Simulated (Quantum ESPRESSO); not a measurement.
# FeO (Wuestite) (Fm-3m) in Quantum ESPRESSO: further runs

Runs on FeO (Wuestite). Level: LDA. Tasks: single point, equation of state.

All numbers are computed with Quantum ESPRESSO 7.5; they aren't measurements. Logs are shortened: lines on timing, memory, paths and dates and some standing lists are left out, and cuts for length are marked.

## 1. The structure

Symmetry: Fm-3m, No. 225, cubic system. The conventional cell has a = 4.311 Å, b = 4.311 Å, c = 4.311 Å, α = 90.00°, β = 90.00°, γ = 90.00°. Fe (site symmetry m-3m) is surrounded by 6 O at 2.16 Å. O (site symmetry m-3m) is surrounded by 6 Fe at 2.16 Å.

## 2. Single point, LDA, collinear spin, ferromagnetic start, 9.41 Å³/atom

pw.in reads:

```
&CONTROL
  calculation = 'scf'
  prefix = 'pwscf'
  outdir = './tmp'
  pseudo_dir = './pseudo'
  tstress = .true.
  disk_io = 'nowf'
/
&SYSTEM
  ibrav = 0
  nat = 2
  ntyp = 2
  ecutwfc = 56
  ecutrho = 448
  nbnd = 21
  occupations = 'smearing'
  smearing = 'fd'
  degauss = 0.00367493
  nspin = 2
  starting_magnetization(1) = 0.1875
  starting_magnetization(2) = 0
/
&ELECTRONS
  conv_thr = 4d-10
  electron_maxstep = 120
  mixing_beta = 0.3
/
ATOMIC_SPECIES
Fe    55.8450 fe_lda_v1.5.uspp.F.UPF
O     15.9990 o_lda_v1.2.uspp.F.UPF
CELL_PARAMETERS angstrom
   0.0000000000    2.1113998987    2.1113998987
   2.1113998987    0.0000000000    2.1113998987
   2.1113998987    2.1113998987    0.0000000000
ATOMIC_POSITIONS crystal
Fe     0.0000000000    0.0000000000    0.0000000000
O      0.5000000000    0.5000000000    0.5000000000
K_POINTS automatic
11 11 11 0 0 0
```

Potentials or basis: GBRV 1.5 LDA.

Command:

```
$ OMP_NUM_THREADS=1 mpirun -n 2 pw.x -nk 2 -in pw.in > pw.out
```

pw.out:

```text
This program is part of the open-source Quantum ESPRESSO suite
     for quantum simulation of materials; please cite
[... 13 lines left out ...]
     --------------------
     sticks:   dense  smooth     PW     G-vecs:    dense   smooth      PW
     Sum         967     499    163                20179     7239    1363

     Using Slab Decomposition

     bravais-lattice index     =            0
     lattice parameter (alat)  =       5.6427  a.u.
     unit-cell volume          =     127.0393 (a.u.)^3
     number of atoms/cell      =            2
     number of atomic types    =            2
     number of electrons       =        22.00
     number of Kohn-Sham states=           21
     kinetic-energy cutoff     =      56.0000  Ry
     charge density cutoff     =     448.0000  Ry
     scf convergence threshold =      4.0E-10
     mixing beta               =       0.3000
     number of iterations used =            8  plain     mixing
     Exchange-correlation= SLA  PZ   NOGX NOGC
                           (   1   1   0   0   0   0   0)

     celldm(1)=   5.642666  celldm(2)=   0.000000  celldm(3)=   0.000000
     celldm(4)=   0.000000  celldm(5)=   0.000000  celldm(6)=   0.000000

     crystal axes: (cart. coord. in units of alat)
               a(1) = (   0.000000   0.707107   0.707107 )
               a(2) = (   0.707107   0.000000   0.707107 )
               a(3) = (   0.707107   0.707107   0.000000 )

     reciprocal axes: (cart. coord. in units 2 pi/alat)
               b(1) = ( -0.707107  0.707107  0.707107 )
               b(2) = (  0.707107 -0.707107  0.707107 )
               b(3) = (  0.707107  0.707107 -0.707107 )

     PseudoPot. # 1 for Fe read from file:
     fe_lda_v1.5.uspp.F.UPF
     Pseudo is Ultrasoft + core correction, Zval = 16.0
     Generated by new atomic code, or converted to UPF format
     Using radial grid of  861 points,  6 beta functions with:
                l(1) =   0
                l(2) =   0
                l(3) =   1
                l(4) =   1
                l(5) =   2
                l(6) =   2
     Q(r) pseudized with  8 coefficients,  rinner =    1.000   1.000   1.000
                                                       1.000   1.000

     PseudoPot. # 2 for O  read from file:
     o_lda_v1.2.uspp.F.UPF
     Pseudo is Ultrasoft + core correction, Zval =  6.0
     Generated by new atomic code, or converted to UPF format
     Using radial grid of  737 points,  5 beta functions with:
                l(1) =   0
                l(2) =   0
                l(3) =   1
                l(4) =   1
                l(5) =   2
     Q(r) pseudized with  8 coefficients,  rinner =    0.900   0.900   0.900
                                                       0.900   0.900

     atomic species   valence    mass     pseudopotential
     Fe               16.00    55.84500     Fe( 1.00)
     O                 6.00    15.99900     O ( 1.00)

     Starting magnetic structure
     atomic species   magnetization
     Fe              0.188
     O               0.000

     48 Sym. Ops., with inversion, found

   Cartesian axes

     site n.     atom                  positions (alat units)
         1        Fe     tau(   1) = (   0.0000000   0.0000000   0.0000000  )
         2        O      tau(   2) = (   0.7071068   0.7071068   0.7071068  )

     number of k points=    56  Fermi-Dirac smearing, width (Ry)=  0.0037
                       cart. coord. in units 2pi/alat
        k(    1) = (   0.0000000   0.0000000   0.0000000), wk =   0.0007513
        k(    2) = (   0.0642824   0.0642824  -0.0642824), wk =   0.0060105
        k(    3) = (   0.1285649   0.1285649  -0.1285649), wk =   0.0060105
        k(    4) = (   0.1928473   0.1928473  -0.1928473), wk =   0.0060105
        k(    5) = (   0.2571297   0.2571297  -0.2571297), wk =   0.0060105
        k(    6) = (   0.3214122   0.3214122  -0.3214122), wk =   0.0060105
[... 48 lines left out ...]
        k(   55) = (  -0.0642824  -0.4499770   0.7071068), wk =   0.0180316
        k(   56) = (   0.0000000  -0.3856946   0.6428243), wk =   0.0180316

     Dense  grid:    20179 G-vectors     FFT dimensions: (  40,  40,  40)

     Smooth grid:     7239 G-vectors     FFT dimensions: (  27,  27,  27)

     Check: negative core charge=   -0.000032
     Generating pointlists ...
     new r_m :   0.2917 (alat units)  1.6459 (a.u.) for type    1
     new r_m :   0.2917 (alat units)  1.6459 (a.u.) for type    2

     Initial potential from superposition of free atoms

     starting charge      21.0000, renormalised to      22.0000
     Starting wfcs are   17 randomized atomic wfcs +    4 random wfcs

     Self-consistent Calculation

     iteration #  1     ecut=    56.00 Ry     beta= 0.30
     Davidson diagonalization with overlap
     ethr =  1.00E-02,  avg # of iterations =  5.6

     total energy              =    -282.41228169 Ry
     estimated scf accuracy    <       0.61496257 Ry

     total magnetization       =     3.52 Bohr mag/cell
     absolute magnetization    =     3.52 Bohr mag/cell

     iteration #  2     ecut=    56.00 Ry     beta= 0.30
     Davidson diagonalization with overlap
     ethr =  2.80E-03,  avg # of iterations =  1.8

     total energy              =    -282.53620942 Ry
     estimated scf accuracy    <       0.14142261 Ry

     total magnetization       =     3.17 Bohr mag/cell
     absolute magnetization    =     3.17 Bohr mag/cell

     iteration #  3     ecut=    56.00 Ry     beta= 0.30
     Davidson diagonalization with overlap
     ethr =  6.43E-04,  avg # of iterations =  1.2

     total energy              =    -282.56322764 Ry
     estimated scf accuracy    <       0.02045258 Ry

     total magnetization       =     3.63 Bohr mag/cell
     absolute magnetization    =     3.63 Bohr mag/cell

     iteration #  4     ecut=    56.00 Ry     beta= 0.30
     Davidson diagonalization with overlap
     ethr =  9.30E-05,  avg # of iterations =  1.6

     total energy              =    -282.56752836 Ry
     estimated scf accuracy    <       0.00928258 Ry

     total magnetization       =     3.69 Bohr mag/cell
     absolute magnetization    =     3.69 Bohr mag/cell

     iteration #  5     ecut=    56.00 Ry     beta= 0.30
     Davidson diagonalization with overlap
     ethr =  4.22E-05,  avg # of iterations =  1.2

     total energy              =    -282.57010970 Ry
     estimated scf accuracy    <       0.00131599 Ry

     total magnetization       =     3.90 Bohr mag/cell
     absolute magnetization    =     3.91 Bohr mag/cell

     iteration #  6     ecut=    56.00 Ry     beta= 0.30
     Davidson diagonalization with overlap
     ethr =  5.98E-06,  avg # of iterations =  2.5

     total energy              =    -282.57038225 Ry
     estimated scf accuracy    <       0.00036336 Ry

     total magnetization       =     3.98 Bohr mag/cell
     absolute magnetization    =     3.98 Bohr mag/cell

     iteration #  7     ecut=    56.00 Ry     beta= 0.30
     Davidson diagonalization with overlap
     ethr =  1.65E-06,  avg # of iterations =  1.9

     total energy              =    -282.57045443 Ry
     estimated scf accuracy    <       0.00001578 Ry

     total magnetization       =     3.99 Bohr mag/cell
     absolute magnetization    =     3.99 Bohr mag/cell

     iteration #  8     ecut=    56.00 Ry     beta= 0.30
     Davidson diagonalization with overlap
     ethr =  7.17E-08,  avg # of iterations =  1.2

     total energy              =    -282.57045745 Ry
     estimated scf accuracy    <       0.00000278 Ry

     total magnetization       =     3.99 Bohr mag/cell
     absolute magnetization    =     3.99 Bohr mag/cell

     iteration #  9     ecut=    56.00 Ry     beta= 0.30
     Davidson diagonalization with overlap
     ethr =  1.27E-08,  avg # of iterations =  1.5

     total energy              =    -282.57045858 Ry
     estimated scf accuracy    <       0.00000034 Ry

     total magnetization       =     3.99 Bohr mag/cell
     absolute magnetization    =     3.99 Bohr mag/cell

     iteration # 10     ecut=    56.00 Ry     beta= 0.30
     Davidson diagonalization with overlap
     ethr =  1.57E-09,  avg # of iterations =  1.3

     total energy              =    -282.57045862 Ry
     estimated scf accuracy    <       0.00000005 Ry

     total magnetization       =     3.99 Bohr mag/cell
     absolute magnetization    =     3.99 Bohr mag/cell

     iteration # 11     ecut=    56.00 Ry     beta= 0.30
     Davidson diagonalization with overlap
     ethr =  2.30E-10,  avg # of iterations =  1.6

     total energy              =    -282.57045864 Ry
     estimated scf accuracy    <          8.1E-09 Ry

     total magnetization       =     3.99 Bohr mag/cell
     absolute magnetization    =     3.99 Bohr mag/cell

     iteration # 12     ecut=    56.00 Ry     beta= 0.30
     Davidson diagonalization with overlap
     ethr =  3.67E-11,  avg # of iterations =  1.6

     total energy              =    -282.57045864 Ry
     estimated scf accuracy    <          8.3E-09 Ry

     total magnetization       =     3.99 Bohr mag/cell
     absolute magnetization    =     3.99 Bohr mag/cell

     iteration # 13     ecut=    56.00 Ry     beta= 0.30
     Davidson diagonalization with overlap
     ethr =  3.67E-11,  avg # of iterations =  1.3

     Magnetic moment per site  (integrated on atomic sphere of radius R)
     atom   1 (R=0.292)  charge= 13.4795  magn=  3.3951
     atom   2 (R=0.292)  charge=  5.7524  magn=  0.3487

     End of self-consistent calculation

     Number of k-points >= 100: set verbosity='high' to print the bands.

     the Fermi energy is    15.2169 ev

!    total energy              =    -282.57045865 Ry
     estimated scf accuracy    <          3.0E-11 Ry
     smearing contrib. (-TS)   =      -0.00087005 Ry
     internal energy E=F+TS    =    -282.56958860 Ry

     The total energy is F=E-TS. E is the sum of the following terms:
     one-electron contribution =    -130.62146092 Ry
     hartree contribution      =      78.20932472 Ry
     xc contribution           =     -36.16985465 Ry
     ewald contribution        =    -193.98759775 Ry

     total magnetization       =     3.99 Bohr mag/cell
     absolute magnetization    =     3.99 Bohr mag/cell

     convergence has been achieved in  13 iterations

     Computing stress (Cartesian axis) and pressure

          total   stress  (Ry/bohr**3)                   (kbar)     P=      -41.68
  -0.00028333  -0.00000000   0.00000000          -41.68       -0.00        0.00
  -0.00000000  -0.00028333  -0.00000000           -0.00      -41.68       -0.00
   0.00000000   0.00000000  -0.00028333            0.00        0.00      -41.68

=------------------------------------------------------------------------------=
   JOB DONE.
=------------------------------------------------------------------------------=
```

Wall time 22 s (2 MPI ranks of Arm Neoverse V2, shared host); peak memory 0.2 GiB.

Results:

| Property | Result |
| --- | --- |
| Free energy | -3844.5669 eV |
| Pressure | -4.2 GPa |
| Band gap on the k mesh | none (metal or under the smearing width) |
| Net moment | 3.99 μB per cell |
| Absolute moment | 3.99 μB per cell |
| Site moments | Fe +3.40; O +0.35 μB |
| Valence electrons inside the program's atomic spheres | Fe 13.48; O 5.75 |

Caveat: a cell with one magnetic atom can't hold antiferromagnetic order, which such compounds often take; semilocal functionals often make such compounds metallic where correlation or magnetic order opens a gap, which also shifts bond lengths.

## 3. Single point, LDA, collinear spin, ferromagnetic start, 9.61 Å³/atom

Changes to pw.in since step 2:

```diff
@@ -31,5 +31,5 @@
 CELL_PARAMETERS angstrom
-   0.0000000000    2.1113998987    2.1113998987
-   2.1113998987    0.0000000000    2.1113998987
-   2.1113998987    2.1113998987    0.0000000000
+   0.0000000000    2.1262694020    2.1262694020
+   2.1262694020    0.0000000000    2.1262694020
+   2.1262694020    2.1262694020    0.0000000000
 ATOMIC_POSITIONS crystal
```

Potentials or basis: GBRV 1.5 LDA.

Command:

```
$ OMP_NUM_THREADS=1 mpirun -n 2 pw.x -nk 2 -in pw.in > pw.out
```

Wall time 21 s (2 MPI ranks of Arm Neoverse V2, shared host); peak memory 0.2 GiB.

Results (log left out):

```
Free energy                                           : -3844.5518 eV
Pressure                                              : -8.3 GPa
Band gap on the k mesh                                : none (metal or under the smearing width)
Net moment                                            : 4.00 μB per cell
Absolute moment                                       : 4.00 μB per cell
Site moments                                          : Fe +3.41; O +0.35 μB
Valence electrons inside the program's atomic spheres : Fe 13.50; O 5.77
```

Caveat: a cell with one magnetic atom can't hold antiferromagnetic order, which such compounds often take; semilocal functionals often make such compounds metallic where correlation or magnetic order opens a gap, which also shifts bond lengths.

## 4. Single point, LDA, collinear spin, ferromagnetic start, 9.81 Å³/atom

Changes to pw.in since step 3:

```diff
@@ -31,5 +31,5 @@
 CELL_PARAMETERS angstrom
-   0.0000000000    2.1262694020    2.1262694020
-   2.1262694020    0.0000000000    2.1262694020
-   2.1262694020    2.1262694020    0.0000000000
+   0.0000000000    2.1409337923    2.1409337923
+   2.1409337923    0.0000000000    2.1409337923
+   2.1409337923    2.1409337923    0.0000000000
 ATOMIC_POSITIONS crystal
```

Command:

```
$ OMP_NUM_THREADS=1 mpirun -n 2 pw.x -nk 2 -in pw.in > pw.out
```

Wall time 21 s (2 MPI ranks of Arm Neoverse V2, shared host); peak memory 0.2 GiB.

The run converged. Its results:

- Free energy: -3844.5266 eV
- Pressure: -12.1 GPa
- Band gap on the k mesh: none (metal or under the smearing width)
- Net moment: 4.00 μB per cell
- Absolute moment: 4.01 μB per cell
- Site moments: Fe +3.42; O +0.34 μB
- Valence electrons inside the program's atomic spheres: Fe 13.52; O 5.78

Caveat: a cell with one magnetic atom can't hold antiferromagnetic order, which such compounds often take; semilocal functionals often make such compounds metallic where correlation or magnetic order opens a gap, which also shifts bond lengths.

## 5. Single point, LDA, collinear spin, ferromagnetic start, 10.01 Å³/atom

Changes to pw.in since step 4:

```diff
@@ -31,5 +31,5 @@
 CELL_PARAMETERS angstrom
-   0.0000000000    2.1409337923    2.1409337923
-   2.1409337923    0.0000000000    2.1409337923
-   2.1409337923    2.1409337923    0.0000000000
+   0.0000000000    2.1554000000    2.1554000000
+   2.1554000000    0.0000000000    2.1554000000
+   2.1554000000    2.1554000000    0.0000000000
 ATOMIC_POSITIONS crystal
```

Command:

```
$ OMP_NUM_THREADS=1 mpirun -n 2 pw.x -nk 2 -in pw.in > pw.out
```

Wall time 21 s (2 MPI ranks of Arm Neoverse V2, shared host); peak memory 0.2 GiB.

The run converged. Its results:

```yaml
Free_energy: -3844.4926 eV
Pressure: -15.5 GPa
Band_gap_on_the_k_mesh: none (metal or under the smearing width)
Net_moment: 4.00 μB per cell
Absolute_moment: 4.01 μB per cell
Site_moments: Fe +3.43; O +0.34 μB
Valence_electrons_inside_the_program's_atomic_spheres: Fe 13.54; O 5.80
```

Caveat: a cell with one magnetic atom can't hold antiferromagnetic order, which such compounds often take; semilocal functionals often make such compounds metallic where correlation or magnetic order opens a gap, which also shifts bond lengths.

## 6. Single point, LDA, collinear spin, ferromagnetic start, 10.21 Å³/atom

Changes to pw.in since step 5:

```diff
@@ -31,5 +31,5 @@
 CELL_PARAMETERS angstrom
-   0.0000000000    2.1554000000    2.1554000000
-   2.1554000000    0.0000000000    2.1554000000
-   2.1554000000    2.1554000000    0.0000000000
+   0.0000000000    2.1696745882    2.1696745882
+   2.1696745882    0.0000000000    2.1696745882
+   2.1696745882    2.1696745882    0.0000000000
 ATOMIC_POSITIONS crystal
```

Potentials or basis: GBRV 1.5 LDA.

Command:

```
$ OMP_NUM_THREADS=1 mpirun -n 2 pw.x -nk 2 -in pw.in > pw.out
```

It took 20 s on 2 MPI ranks of Arm Neoverse V2, shared host; peak memory 0.22 GiB.

The run converged. Its results:

* Free energy: -3844.4506 eV
* Pressure: -18.4 GPa
* Band gap on the k mesh: none (metal or under the smearing width)
* Net moment: 4.00 μB per cell
* Absolute moment: 4.01 μB per cell
* Site moments: Fe +3.44; O +0.33 μB
* Valence electrons inside the program's atomic spheres: Fe 13.56; O 5.81

Caveat: a cell with one magnetic atom can't hold antiferromagnetic order, which such compounds often take; semilocal functionals often make such compounds metallic where correlation or magnetic order opens a gap, which also shifts bond lengths.

## 7. Single point, LDA, collinear spin, ferromagnetic start, 10.41 Å³/atom

Changes to pw.in since step 6:

```diff
@@ -31,5 +31,5 @@
 CELL_PARAMETERS angstrom
-   0.0000000000    2.1696745882    2.1696745882
-   2.1696745882    0.0000000000    2.1696745882
-   2.1696745882    2.1696745882    0.0000000000
+   0.0000000000    2.1837637790    2.1837637790
+   2.1837637790    0.0000000000    2.1837637790
+   2.1837637790    2.1837637790    0.0000000000
 ATOMIC_POSITIONS crystal
```

Command:

```
$ OMP_NUM_THREADS=1 mpirun -n 2 pw.x -nk 2 -in pw.in > pw.out
```

It took 23 s on 2 MPI ranks of Arm Neoverse V2, shared host; peak memory 0.22 GiB.

Results (log left out):

```
Free energy                                           : -3844.4016 eV
Pressure                                              : -21.1 GPa
Band gap on the k mesh                                : none (metal or under the smearing width)
Net moment                                            : 4.00 μB per cell
Absolute moment                                       : 4.01 μB per cell
Site moments                                          : Fe +3.45; O +0.33 μB
Valence electrons inside the program's atomic spheres : Fe 13.58; O 5.83
```

Caveat: a cell with one magnetic atom can't hold antiferromagnetic order, which such compounds often take; semilocal functionals often make such compounds metallic where correlation or magnetic order opens a gap, which also shifts bond lengths.

## 8. Single point, LDA, collinear spin, ferromagnetic start, 10.61 Å³/atom

Changes to pw.in since step 7:

```diff
@@ -31,5 +31,5 @@
 CELL_PARAMETERS angstrom
-   0.0000000000    2.1837637790    2.1837637790
-   2.1837637790    0.0000000000    2.1837637790
-   2.1837637790    2.1837637790    0.0000000000
+   0.0000000000    2.1976734774    2.1976734774
+   2.1976734774    0.0000000000    2.1976734774
+   2.1976734774    2.1976734774    0.0000000000
 ATOMIC_POSITIONS crystal
```

Command:

```
$ OMP_NUM_THREADS=1 mpirun -n 2 pw.x -nk 2 -in pw.in > pw.out
```

Wall time 20 s (2 MPI ranks of Arm Neoverse V2, shared host); peak memory 0.22 GiB.

The run converged. Its results:

```
Free energy                                           : -3844.3462 eV
Pressure                                              : -23.4 GPa
Band gap on the k mesh                                : none (metal or under the smearing width)
Net moment                                            : 4.00 μB per cell
Absolute moment                                       : 4.01 μB per cell
Site moments                                          : Fe +3.46; O +0.33 μB
Valence electrons inside the program's atomic spheres : Fe 13.60; O 5.84
```

Caveat: a cell with one magnetic atom can't hold antiferromagnetic order, which such compounds often take; semilocal functionals often make such compounds metallic where correlation or magnetic order opens a gap, which also shifts bond lengths.

## 9. Equation of state, LDA, collinear spin, ferromagnetic start

Potentials or basis: GBRV 1.5 LDA.

This step only gathers the single runs of the series.

What came out:

```
Equilibrium volume : 9.25 Å³/atom (rough: see the caveat)
Bulk modulus       : 228 GPa (rough)
```

Energy against volume, from the lowest point:
```
volume (Å³/atom)  energy (meV/atom)
           9.413               0.00
           9.613               7.57
           9.813              20.15
          10.013              37.18
          10.214              58.18
          10.414              82.69
          10.614             110.37
```

Caveat: the minimum lies outside the volumes run.
